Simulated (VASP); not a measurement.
Output of a VASP run:

**OSZICAR**
```
...
DAV:  10    -0.355046783837E+02   -0.42884E-01   -0.34430E-01   488   0.631E+00    0.166E-01
DAV:  11    -0.355175254492E+02   -0.12847E-01   -0.11256E-02   540   0.149E+00    0.171E-01
DAV:  12    -0.355163915621E+02    0.11339E-02   -0.40070E-03   512   0.877E-01    0.143E-01
DAV:  13    -0.355227115320E+02   -0.63200E-02   -0.56211E-03   492   0.991E-01    0.496E-02
DAV:  14    -0.355241006607E+02   -0.13891E-02   -0.64302E-04   524   0.403E-01    0.614E-03
DAV:  15    -0.355240955830E+02    0.50777E-05   -0.93632E-06   584   0.385E-02    0.360E-03
DAV:  16    -0.355241194736E+02   -0.23891E-04   -0.60660E-05   492   0.103E-01    0.351E-03
DAV:  17    -0.355241352043E+02   -0.15731E-04   -0.13157E-05   500   0.452E-02    0.207E-03
DAV:  18    -0.355241346577E+02    0.54666E-06   -0.98956E-07   584   0.116E-02    0.130E-03
DAV:  19    -0.355241349453E+02   -0.28762E-06   -0.17239E-07   372   0.522E-03    0.673E-04
DAV:  20    -0.355241349633E+02   -0.18044E-07   -0.64742E-08   368   0.301E-03
   1 F= -.34636515E+02 E0= -.34636515E+02  d E =-.346365E+02
       N       E                     dE             d eps       ncg     rms          rms(c)
DAV:   1    -0.358418647810E+02   -0.31773E+00   -0.76166E+00   480   0.198E+01    0.344E+00
DAV:   2    -0.355579166072E+02    0.28395E+00   -0.42858E-01   500   0.472E+00    0.125E+00
DAV:   3    -0.355087130660E+02    0.49204E-01   -0.17273E-01   480   0.297E+00    0.683E-01
DAV:   4    -0.354920069673E+02    0.16706E-01   -0.19425E-02   480   0.181E+00    0.249E-01
DAV:   5    -0.355174852542E+02   -0.25478E-01   -0.11137E-02   480   0.161E+00    0.882E-02
DAV:   6    -0.354958943243E+02    0.21591E-01   -0.10983E-02   480   0.161E+00    0.633E-02
DAV:   7    -0.355051697216E+02   -0.92754E-02   -0.61262E-03   480   0.118E+00    0.478E-02
DAV:   8    -0.355057722203E+02   -0.60250E-03   -0.32692E-04   496   0.249E-01    0.104E-02
DAV:   9    -0.355057683510E+02    0.38693E-05   -0.12177E-05   576   0.296E-02    0.601E-03
DAV:  10    -0.355057729183E+02   -0.45673E-05   -0.31851E-06   496   0.275E-02    0.436E-03
DAV:  11    -0.355057738594E+02   -0.94106E-06   -0.33905E-06   484   0.254E-02    0.177E-03
DAV:  12    -0.355057738143E+02    0.45050E-07   -0.75531E-08   360   0.381E-03
   2 F= -.34674958E+02 E0= -.34674958E+02  d E =-.384430E-01
       N       E                     dE             d eps       ncg     rms          rms(c)
DAV:   1    -0.355216160232E+02   -0.15842E-01   -0.71862E-01   480   0.602E+00    0.102E+00
DAV:   2    -0.354963025865E+02    0.25313E-01   -0.40381E-02   508   0.145E+00    0.385E-01
DAV:   3    -0.354914620514E+02    0.48405E-02   -0.16634E-02   488   0.933E-01    0.193E-01
DAV:   4    -0.354908992529E+02    0.56280E-03   -0.18408E-03   488   0.547E-01    0.716E-02
DAV:   5    -0.354918400275E+02   -0.94077E-03   -0.10669E-03   488   0.487E-01    0.272E-02
DAV:   6    -0.354912452208E+02    0.59481E-03   -0.78965E-04   488   0.416E-01    0.179E-02
DAV:   7    -0.354913783304E+02   -0.13311E-03   -0.38651E-04   488   0.275E-01    0.138E-02
DAV:   8    -0.354914329612E+02   -0.54631E-04   -0.30990E-05   488   0.761E-02    0.333E-03
DAV:   9    -0.354914317256E+02    0.12356E-05   -0.18158E-06   572   0.123E-02    0.214E-03
DAV:  10    -0.354914322457E+02   -0.52012E-06   -0.49911E-07   488   0.972E-03    0.101E-03
DAV:  11    -0.354914323689E+02   -0.12321E-06   -0.12394E-07   332   0.515E-03    0.643E-04
DAV:  12    -0.354914324201E+02   -0.51152E-07   -0.14368E-08   252   0.130E-03
   3 F= -.34677501E+02 E0= -.34677501E+02  d E =-.409864E-01
```

**OUTCAR**
```
------------------------ aborting loop because EDIFF is reached ----------------------------------------
  FORCE on cell =-STRESS in cart. coord.  units (eV):
  Direction    XX          YY          ZZ          XY          YZ          ZX
  --------------------------------------------------------------------------------------
  Total        0.8064878      0.8064878      0.8064878      0.0000000     -0.0000000     -0.0000000
  in kB       19.8170943     19.8170943     19.8170943      0.0000000     -0.0000000     -0.0000000
  external PRESSURE =      -0.1829057 kB  Pullay stress =      20.0000000 kB
  volume of cell :       65.20
      direct lattice vectors                 reciprocal lattice vectors
     4.024909588 -0.000000000  0.000000000     0.248452786 -0.000000000 -0.000000000
     0.000000000  4.024909588 -0.000000000     0.000000000  0.248452786 -0.000000000
     0.000000000  0.000000000  4.024909588    -0.000000000  0.000000000  0.248452786
 POSITION                                       TOTAL-FORCE (eV/Angst)
 -----------------------------------------------------------------------------------
      0.00000      0.00000      0.00000        -0.000000      0.000000      0.000000
      2.01245      2.01245      2.01245         0.000000      0.000000      0.000000
 -----------------------------------------------------------------------------------
    total drift:                                0.000000      0.000000     -0.000000
  FREE ENERGIE OF THE ION-ELECTRON SYSTEM (eV)
  ---------------------------------------------------
  free  energy   TOTEN  =       -35.4914324201 eV

  energy  without entropy=      -35.4914324201  energy(sigma->0) =      -35.49143242
  enthalpy is  TOTEN    =       -34.6775010241 eV   P V=        0.8139313960

 reached required accuracy - stopping structural energy minimisation
```
(Selected blocks of OUTCAR.)

File POSCAR:
```
CsCl
1
    4.1428824753    -0.0000000000    -0.0000000000
    0.0000000000     4.1428824753     0.0000000000
    0.0000000000     0.0000000000     4.1428824753
Cs Cl
1 1
Direct
  0.0000000000   0.0000000000   0.0000000000
  0.5000000000   0.5000000000   0.5000000000
```

Task: Reconstruct the remaining input files.

Result: This is not unique; one that fits is the input of the run itself, r2SCAN meta-GGA, plane waves, VASP's PBE PAW potentials (set 64).

### KPOINTS
```
Automatic mesh
0
Gamma
6 6 6
0 0 0
```

**INCAR**
```
SYSTEM = CsCl
PREC = Accurate
ENCUT = 480
EDIFF = 1E-7
NELM = 100
ALGO = Normal
LREAL = .FALSE.
LASPH = .TRUE.
ISMEAR = 0
SIGMA = 0.05
METAGGA = R2SCAN
LMIXTAU = .TRUE.
LMAXMIX = 4
LWAVE = .FALSE.
LCHARG = .FALSE.
ISIF = 3
IBRION = 2
NSW = 40
EDIFFG = -0.01
PSTRESS = 20
```

POTCAR, in this order: Cs_sv Cl (PBE.64 set). Program: vasp_std.

Energy and stress use the plane-wave basis of the starting cell.

The compound is CsCl in the CsCl type structure. This run relaxes it under an external pressure of 2 GPa. Symmetry was kept, so distortions that lower it aren't found.
